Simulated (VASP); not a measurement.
# CaO (Lime) (Fm-3m) in VASP: notebook

One crystal, CaO (Lime), is run at these levels: PBE+D3(BJ); tasks: relaxation of cell and atoms.

Program: VASP 6.6.1. These are calculated values, not measurements. Logs are shortened: lines on timing, memory, paths and dates and some standing lists are left out, and cuts for length are marked.

## Step 1: Starting point

The structure is cubic, space group Fm-3m (No. 225). The conventional cell has a = 4.813 Å, b = 4.813 Å, c = 4.813 Å, α = 90.00°, β = 90.00°, γ = 90.00°. Around Ca (site symmetry m-3m) lie 6 O at 2.41 Å. O (site symmetry m-3m) has 6 Ca at 2.41 Å as nearest neighbours.

## Step 2: Relaxation of cell and atoms, PBE+D3(BJ)

Input file INCAR:

```
ALGO = Normal
EDIFF = 1E-6
EDIFFG = -0.01
ENCUT = 600
GGA = PE
IBRION = 2
ISIF = 3
ISMEAR = 0
IVDW = 12
LASPH = T
LCHARG = F
LREAL = F
LWAVE = F
NELM = 80
NSW = 90
PREC = Accurate
SIGMA = 0.03
```

Input file KPOINTS:

```
k-points
0
Gamma
  10 10 10
```

Input file POSCAR:

```
CaO
1.0
    0.0000000000      2.4065000000      2.4065000000
    2.4065000000      0.0000000000      2.4065000000
    2.4065000000      2.4065000000      0.0000000000
Ca O
1 1
Direct
    0.0000000000      0.0000000000      0.0000000000
    0.5000000000      0.5000000000      0.5000000000
```

Potentials or basis: VASP PAW PBE potentials, release 64 (Ca_sv, O).

Run with:

```console
> cat potpaw_PBE.64/Ca_sv/POTCAR potpaw_PBE.64/O/POTCAR > POTCAR
> mpirun -np 1 vasp_std > vasp.out
```

OUTCAR:

```text
EDIFF = 1E-6
   EDIFFG = -0.01
   ENCUT = 600
   GGA = PE
   IBRION = 2
   ISIF = 3
   ISMEAR = 0
   IVDW = 12
   LASPH = T
   LREAL = F
   NELM = 80
   NSW = 90
   PREC = Accurate
 IVDW          = 12

 ion  position               nearest neighbor table
   1  0.000  0.000  0.000-   2 2.41   2 2.41   2 2.41   2 2.41   2 2.41   2 2.41
   2  0.500  0.500  0.500-   1 2.41   1 2.41   1 2.41   1 2.41   1 2.41   1 2.41

  LATTYP: Found a face centered cubic cell.
 ALAT       =     4.8130000000

  Lattice vectors:

 A1 = (   0.0000000000,   2.4065000000,   2.4065000000)
 A2 = (   2.4065000000,   0.0000000000,   2.4065000000)
 A3 = (   2.4065000000,   2.4065000000,   0.0000000000)

Analysis of symmetry for initial positions (statically):
=====================================================================
 Subroutine PRICEL returns:
 Original cell was already a primitive cell.

 Routine SETGRP: Setting up the symmetry group for a
 face centered cubic supercell.

 Subroutine GETGRP returns: Found 48 space group operations
 (whereof 48 operations were pure point group operations)
 out of a pool of 48 trial point group operations.

The static configuration has the point symmetry O_h .

Analysis of symmetry for dynamics (positions and initial velocities):
=====================================================================
 Subroutine PRICEL returns:
 Original cell was already a primitive cell.

 Routine SETGRP: Setting up the symmetry group for a
 face centered cubic supercell.

 Subroutine GETGRP returns: Found 48 space group operations
 (whereof 48 operations were pure point group operations)
 out of a pool of 48 trial point group operations.

The dynamic configuration has the point symmetry O_h .

 Subroutine INISYM returns: Found 48 space group operations
 (whereof 48 operations are pure point group operations),
 and found     1 'primitive' translations

----------------------------------------------------------------------------------------

                                     Primitive cell

  volume of cell :      27.8732

  direct lattice vectors                    reciprocal lattice vectors
     0.000000000  2.406500000  2.406500000    -0.207770621  0.207770621  0.207770621
     2.406500000  0.000000000  2.406500000     0.207770621 -0.207770621  0.207770621
     2.406500000  2.406500000  0.000000000     0.207770621  0.207770621 -0.207770621

  length of vectors
     3.403304938  3.403304938  3.403304938     0.359869272  0.359869272  0.359869272

  position of ions in fractional coordinates (direct lattice)
     0.000000000  0.000000000  0.000000000
     0.500000000  0.500000000  0.500000000

  ion indices of the primitive-cell ions
   primitive index   ion index
                 1           1
                 2           2

----------------------------------------------------------------------------------------

 KPOINTS: k-points

Automatic generation of k-mesh.
 Grid dimensions read from file:
 generate k-points for:   10   10   10

 Generating k-lattice:

  Cartesian coordinates                     Fractional coordinates (reciprocal lattice)
    -0.020777062  0.020777062  0.020777062     0.100000000  0.000000000  0.000000000
     0.020777062 -0.020777062  0.020777062     0.000000000  0.100000000  0.000000000
     0.020777062  0.020777062 -0.020777062     0.000000000  0.000000000  0.100000000

  Length of vectors
     0.035986927  0.035986927  0.035986927

  Shift w.r.t. Gamma in fractional coordinates (k-lattice)
     0.000000000  0.000000000  0.000000000

 Subroutine IBZKPT returns following result:
 ===========================================

 Found     47 irreducible k-points:

 Following reciprocal coordinates:
            Coordinates               Weight
  0.000000  0.000000  0.000000      1.000000
  0.100000  0.000000  0.000000      8.000000
  0.200000  0.000000  0.000000      8.000000
  0.300000  0.000000  0.000000      8.000000
  0.400000  0.000000  0.000000      8.000000
  0.500000  0.000000  0.000000      4.000000
[... 16 lines left out ...]
  0.300000  0.300000  0.000000      6.000000
  0.400000  0.300000  0.000000     24.000000
 [... further k-points ...]
   k-points           NKPTS =     47   k-points in BZ     NKDIM =     47   number of bands    NBANDS=     12
   number of dos      NEDOS =    301   number of ions     NIONS =      2
   total plane-waves  NPLWV =  21952
   dimension x,y,z NGX =    28 NGY =   28 NGZ =   28
   dimension x,y,z NGXF=    56 NGYF=   56 NGZF=   56
   ions per type =               1   1
   NGX,Y,Z   is equivalent  to a cutoff of  13.68, 13.68, 13.68 a.u.
   NGXF,Y,Z  is equivalent  to a cutoff of  27.36, 27.36, 27.36 a.u.
 SYSTEM =  unknown system
   PREC   = accura    normal or accurate (medium, high low for compatibility)
   ISTART =      0    job   : 0-new  1-cont  2-samecut
   ICHARG =      2    charge: 1-file 2-atom 10-const
   ISPIN  =      1    spin polarized calculation?
   LNONCOLLINEAR =      F non collinear calculations
   LSORBIT =      F    spin-orbit coupling
   LASPH  =      T    aspherical Exc in radial PAW
   ENCUT  =  600.0 eV  44.10 Ry    6.64 a.u.   6.80  6.80  6.80*2*pi/ulx,y,z
   NELM   =     80;   NELMIN=  2; NELMDL= -5     # of ELM steps
   EDIFF  = 0.1E-05   stopping-criterion for ELM
   LREAL  =      F    real-space projection
   EDIFFG = -.1E-01   stopping-criterion for IOM
   NSW    =     90    number of steps for IOM
   IBRION =      2    ionic relax: 0-MD 1-quasi-New 2-CG
   NFREE  =      1    steps in history (QN), initial steepest desc. (CG)
   ISIF   =      3    stress and relaxation
   ISYM   =      2    0-nonsym 1-usesym 2-fastsym
   POTIM  = 0.5000    time-step for ionic-motion
   TEBEG  =    0.0;   TEEND  =   0.0 temperature during run
   PSTRESS=    0.0 pullay stress
   NELECT =      16.0000    total number of electrons
   NUPDOWN=      -1.0000    fix difference up-down
   EMIN   =  10.00;   EMAX   =-10.00  energy-range for DOS
   EFERMI =   0.00;   METHOD = LEGACY
   ISMEAR =     0;   SIGMA  =   0.03  broadening in eV -4-tet -1-fermi 0-gaus
   EFERMI_NEDOS =   21; number of points for ismear=-14 and -15
   IALGO  =     38    algorithm
   IMIX   =      4    mixing-type and parameters
     AMIX     =   0.40;   BMIX     =  1.00
     AMIX_MAG =   1.60;   BMIX_MAG =  1.00
  volume/ion in A,a.u.               =      13.94        94.05
  Fermi-wavevector in a.u.,A,eV,Ry     =   1.360564  2.571093 25.186211  1.851134
  Thomas-Fermi vector in A             =   2.487215
   LORBIT       =      0    0 simple, 1 ext, 2 COOP (PROOUT), +10 PAW based schemes
   GGA     = PE    functional components
   LHFCALC =     F    Hartree Fock is set to
   AEXX    =    0.0000 exact exchange contribution
   IVDW    =    12    specifies the selected vdW correction
   LEPSILON=     F    determine dielectric tensor
   LRPA    =     F    only Hartree local field effects (RPA)
 conjugate gradient relaxation of ions
 non-spin polarized calculation
 Gauss-broadening in eV      SIGMA  =   0.03
  energy-cutoff  :      600.00
  volume of cell :       27.87
 maximum number of plane-waves:       944
   NGX = 13   NGY = 13   NGZ = 13

--------------------------------------- Ionic step        1  -------------------------------------------

 number of electron      15.9999998 magnetization

 Free energy of the ion-electron system (eV)
  ---------------------------------------------------
  ext. energy  EPLUGINS =         0.00000000
  ---------------------------------------------------
  free energy    TOTEN  =       -12.80506003 eV

  energy without entropy =      -12.80506003  energy(sigma->0) =      -12.80506003

------------------------ aborting loop because EDIFF is reached ----------------------------------------

 Edisp (eV)   -0.54207

 E8    (eV) :    -0.2432

  FORCE on cell =-STRESS in cart. coord.  units (eV):
  Direction    XX          YY          ZZ          XY          YZ          ZX
  --------------------------------------------------------------------------------------
  -------------------------------------------------------------------------------------
  Total      -0.26813    -0.26813    -0.26813     0.00000     0.00000     0.00000
  in kB     -15.41231   -15.41231   -15.41231     0.00000     0.00000     0.00000
  external pressure =      -15.41 kB  Pullay stress =        0.00 kB
[... 61 lines left out ...]
  energy  without entropy=      -13.3487246075  energy(sigma->0) =      -13.34872461

--------------------------------------- Ionic step        3  -------------------------------------------

 number of electron      15.9999997 magnetization

 Free energy of the ion-electron system (eV)
  ---------------------------------------------------
  ext. energy  EPLUGINS =         0.00000000
  ---------------------------------------------------
  free energy    TOTEN  =       -12.79906381 eV

  energy without entropy =      -12.79906381  energy(sigma->0) =      -12.79906381

 E-fermi :   2.6247     XC(G=0): -10.5238

 val. band max:        2.4044452367   @ k =   0.0000   0.0000   0.0000
 cond. band min:       6.0384369999   @ k =   0.5000   0.5000   0.0000
 fundamental gap:      3.6339917631
 Fermi energy:         2.6246761959

 k-point     1 :       0.0000    0.0000    0.0000
  band No.  band energies     occupation
      1     -35.1905      2.00000
      2     -15.9474      2.00000
      3     -15.9474      2.00000
      4     -15.9474      2.00000
      5     -13.1473      2.00000
      6       2.4044      2.00000
      7       2.4044      2.00000
      8       2.4044      2.00000
      9       7.1996      0.00000
     10       8.6555      0.00000
     11       8.6555      0.00000
     12       8.6555      0.00000
[... 331 lines left out ...]
 k-point    24 :       0.4000    0.3000    0.0000
  band No.  band energies     occupation
      1     -35.0778      2.00000
      2     -16.6179      2.00000
      3     -16.1535      2.00000
      4     -16.1253      2.00000
      5     -12.6125      2.00000
      6       0.7202      2.00000
      7       1.8486      2.00000
      8       1.9493      2.00000
      9       6.7154      0.00000
     10      10.1279      0.00000
     11      11.2387      0.00000
     12      11.3283      0.00000

 [... further k-points ...]

------------------------ aborting loop because EDIFF is reached ----------------------------------------

 Edisp (eV)   -0.54994

 E8    (eV) :    -0.2468

  FORCE on cell =-STRESS in cart. coord.  units (eV):
  Direction    XX          YY          ZZ          XY          YZ          ZX
  --------------------------------------------------------------------------------------
  -------------------------------------------------------------------------------------
  Total      -0.00050    -0.00050    -0.00050    -0.00000     0.00000     0.00000
  in kB      -0.02896    -0.02896    -0.02896    -0.00000     0.00000     0.00000
  external pressure =       -0.03 kB  Pullay stress =        0.00 kB
[... 17 lines left out ...]
  FREE ENERGIE OF THE ION-ELECTRON SYSTEM (eV)
  ---------------------------------------------------
  free  energy   TOTEN  =       -13.3490075999 eV

  energy  without entropy=      -13.3490075999  energy(sigma->0) =      -13.34900760

 reached required accuracy - stopping structural energy minimisation
```

Wall time 25 s (1 thread of AMD EPYC 9R45 (Zen 5), shared host); peak memory 0.16 GiB.

Results:

```yaml
Free_energy: -13.3490 eV
Relaxed_volume: 13.74 Å³/atom
Relaxed_cell: a = 3.387 Å, b = 3.387 Å, c = 3.387 Å, α = 60.00°, β = 60.00°, γ = 60.00°
Space_group_after_relaxing_to_0.05_Å: Fm-3m (No. 225)
Energy_gained_by_relaxing: 0.9 meV/atom
Ionic_steps: 3
Pressure_after_relaxing: 0.0 GPa
Band_gap_on_the_k_mesh: 3.63 eV, indirect (least direct gap 4.01 eV)
Dispersion_energy_per_atom: -0.275 eV
```

Step by step:
| step | energy change (eV) | largest force (eV/Å) | pressure (GPa) | volume (Å³) |
| --- | --- | --- | --- | --- |
| 1 | 0.0000 | 0.0000 | -1.54 | 27.87 |
| 2 | -0.0016 | 0.0000 | 0.62 | 27.34 |
| 3 | -0.0019 | 0.0000 | 0.00 | 27.49 |

Final structure:
```
Ca O
1.0
     0.00000    2.39528    2.39528
     2.39528    0.00000    2.39528
     2.39528    2.39528    0.00000
Ca O
1 1
Direct
  0.00000 0.00000 0.00000
  0.50000 0.50000 0.50000
```

Levels at points of the mesh, in eV from the valence-band top:
```tsv
k point	band 4	band 5	band 6	band 7	band 8	band 9	band 10	band 11	band 12
(0.00, 0.00, 0.00)	-18.35	-15.55	0.00	0.00	0.00	4.80	6.25	6.25	6.25
(0.50, 0.00, 0.00)	-18.41	-14.31	-2.66	-1.22	-1.22	7.10	8.41	8.41	8.58
(0.50, 0.50, 0.00)	-18.59	-15.31	-1.30	-0.37	-0.37	3.63	8.12	8.95	9.60
```

## Step 3: Relaxation of cell and atoms, PBE+D3(BJ)

This run uses another cell than the first one, of 13.74 Å³/atom, 0.986 times its volume.

INCAR, as its differences from that of step 2:

```diff
@@ -1,4 +1,4 @@
 ALGO = Normal
-EDIFF = 1E-6
-EDIFFG = -0.01
+EDIFF = 1E-7
+EDIFFG = -0.005
 ENCUT = 600
```

KPOINTS is that of step 2.

Input file POSCAR:

```
CaO                                     
1.0
    0.0000000000      2.3952843544      2.3952843544
    2.3952843544      0.0000000000      2.3952843544
    2.3952843544      2.3952843544     -0.0000000000
  Ca              O             
     1     1
Direct
     0.0000000000000000    0.0000000000000000    0.0000000000000000
     0.5000000000000000    0.5000000000000000    0.5000000000000000
```

Potentials or basis: VASP PAW PBE potentials, release 64 (Ca_sv, O).

Run with:

```console
> cat potpaw_PBE.64/Ca_sv/POTCAR potpaw_PBE.64/O/POTCAR > POTCAR
> mpirun -np 1 vasp_std > vasp.out
```

OUTCAR:

```text
EDIFF = 1E-7
   EDIFFG = -0.005
   ENCUT = 600
   GGA = PE
   IBRION = 2
   ISIF = 3
   ISMEAR = 0
   IVDW = 12
   LASPH = T
   LREAL = F
   NELM = 80
   NSW = 90
   PREC = Accurate
 IVDW          = 12

 ion  position               nearest neighbor table
   1  0.000  0.000  0.000-   2 2.40   2 2.40   2 2.40   2 2.40   2 2.40   2 2.40
   2  0.500  0.500  0.500-   1 2.40   1 2.40   1 2.40   1 2.40   1 2.40   1 2.40

  LATTYP: Found a face centered cubic cell.
 ALAT       =     4.7905687088

  Lattice vectors:

 A1 = (   0.0000000000,   2.3952843544,   2.3952843544)
 A2 = (   2.3952843544,   0.0000000000,   2.3952843544)
 A3 = (   2.3952843544,   2.3952843544,   0.0000000000)

Analysis of symmetry for initial positions (statically):
=====================================================================
 Subroutine PRICEL returns:
 Original cell was already a primitive cell.

 Routine SETGRP: Setting up the symmetry group for a
 face centered cubic supercell.

 Subroutine GETGRP returns: Found 48 space group operations
 (whereof 48 operations were pure point group operations)
 out of a pool of 48 trial point group operations.

The static configuration has the point symmetry O_h .

[... 179 lines left out ...]
      9       7.1995      0.00000
     10       8.6555      0.00000
     11       8.6555      0.00000
     12       8.6555      0.00000
[... 331 lines left out ...]
 k-point    24 :       0.4000    0.3000    0.0000
  band No.  band energies     occupation
      1     -35.0778      2.00000
      2     -16.6178      2.00000
      3     -16.1535      2.00000
      4     -16.1253      2.00000
      5     -12.6126      2.00000
      6       0.7202      2.00000
      7       1.8486      2.00000
      8       1.9494      2.00000
      9       6.7154      0.00000
     10      10.1279      0.00000
     11      11.2387      0.00000
     12      11.3284      0.00000

 [... further k-points ...]

------------------------ aborting loop because EDIFF is reached ----------------------------------------

 Edisp (eV)   -0.54994

 E8    (eV) :    -0.2468

  FORCE on cell =-STRESS in cart. coord.  units (eV):
  Direction    XX          YY          ZZ          XY          YZ          ZX
  --------------------------------------------------------------------------------------
  -------------------------------------------------------------------------------------
  Total       0.00167     0.00167     0.00167     0.00000     0.00000    -0.00000
  in kB       0.09760     0.09760     0.09760     0.00000     0.00000    -0.00000
  external pressure =        0.10 kB  Pullay stress =        0.00 kB

 VOLUME and BASIS-vectors are now :
 -----------------------------------------------------------------------------
  energy-cutoff  :      600.00
  volume of cell :       27.49
      direct lattice vectors                 reciprocal lattice vectors
     0.000000000  2.395284354  2.395284354    -0.208743483  0.208743483  0.208743483
     2.395284354  0.000000000  2.395284354     0.208743483 -0.208743483  0.208743483
     2.395284354  2.395284354  0.000000000     0.208743483  0.208743483 -0.208743483

 POSITION                                       TOTAL-FORCE (eV/Angst)
 -----------------------------------------------------------------------------------
      0.00000      0.00000      0.00000        -0.000000     -0.000000     -0.000000
      2.39528      2.39528      2.39528         0.000000      0.000000      0.000000
 -----------------------------------------------------------------------------------
    total drift:                                0.000000      0.000000      0.000000

  FREE ENERGIE OF THE ION-ELECTRON SYSTEM (eV)
  ---------------------------------------------------
  free  energy   TOTEN  =       -13.3483743493 eV

  energy  without entropy=      -13.3483743493  energy(sigma->0) =      -13.34837435

 reached required accuracy - stopping structural energy minimisation
```

OSZICAR:

```text
N       E                     dE             d eps       ncg     rms          rms(c)
DAV:   1     0.141423951699E+03    0.14142E+03   -0.93903E+03  1128   0.153E+03
DAV:   2    -0.678628600413E+01   -0.14821E+03   -0.14004E+03  1300   0.355E+02
DAV:   3    -0.142622727558E+02   -0.74760E+01   -0.74148E+01  1456   0.818E+01
DAV:   4    -0.145082548255E+02   -0.24598E+00   -0.24582E+00  1668   0.134E+01
DAV:   5    -0.145100440345E+02   -0.17892E-02   -0.17891E-02  1372   0.132E+00    0.856E+00
DAV:   6    -0.128387725761E+02    0.16713E+01   -0.86444E+00  1308   0.276E+01    0.361E+00
DAV:   7    -0.127993262306E+02    0.39446E-01   -0.71074E-01  1520   0.838E+00    0.174E+00
DAV:   8    -0.128001888241E+02   -0.86259E-03   -0.84340E-02  1252   0.332E+00    0.441E-01
DAV:   9    -0.127979651624E+02    0.22237E-02   -0.26184E-02  1400   0.135E+00    0.138E-01
DAV:  10    -0.127983894508E+02   -0.42429E-03   -0.23081E-03  1236   0.490E-01    0.262E-02
DAV:  11    -0.127984463662E+02   -0.56915E-04   -0.37966E-04  1576   0.164E-01    0.307E-02
DAV:  12    -0.127984306358E+02    0.15730E-04   -0.63921E-05  1292   0.877E-02    0.450E-03
DAV:  13    -0.127984306061E+02    0.29674E-07   -0.42067E-06  1520   0.208E-02    0.910E-04
DAV:  14    -0.127984304721E+02    0.13407E-06   -0.20175E-07  1304   0.479E-03    0.345E-04
DAV:  15    -0.127984305583E+02   -0.86219E-07   -0.30618E-08   680   0.230E-03
   1 F= -.13348374E+02 E0= -.13348374E+02  d E =-.133484E+02
```

CONTCAR:

```text
CaO
   1.00000000000000
     0.0000000000000000    2.3952843544000002    2.3952843544000002
     2.3952843544000002    0.0000000000000000    2.3952843544000002
     2.3952843544000002    2.3952843544000002    0.0000000000000000
  Ca              O
     1     1
Direct
     0.0000000000000000    0.0000000000000000    0.0000000000000000
     0.5000000000000000    0.5000000000000000    0.5000000000000000

  0.00000000E+00  0.00000000E+00  0.00000000E+00
  0.00000000E+00  0.00000000E+00  0.00000000E+00
```

It took 12 s on 1 thread of AMD EPYC 9R45 (Zen 5), shared host; peak memory 0.15 GiB.

What came out:

```
Free energy                : -13.3484 eV
Pressure after relaxing    : 0.0 GPa
Band gap on the k mesh     : 3.63 eV, indirect (least direct gap 4.01 eV)
Dispersion energy per atom : -0.275 eV
```

Final structure:
```cif
data_structure
_symmetry_space_group_name_H-M 'P 1'
_symmetry_Int_Tables_number 1
_cell_length_a 3.3874
_cell_length_b 3.3874
_cell_length_c 3.3874
_cell_angle_alpha 60.000
_cell_angle_beta 60.000
_cell_angle_gamma 60.000
_cell_volume 27.49
loop_
_atom_site_label
_atom_site_type_symbol
_atom_site_fract_x
_atom_site_fract_y
_atom_site_fract_z
_atom_site_occupancy
Ca1 Ca 0.00000 0.00000 0.00000 1
O1 O 0.50000 0.50000 0.50000 1
```

Caveat: the relaxation stopped at its first step, so nothing moved.
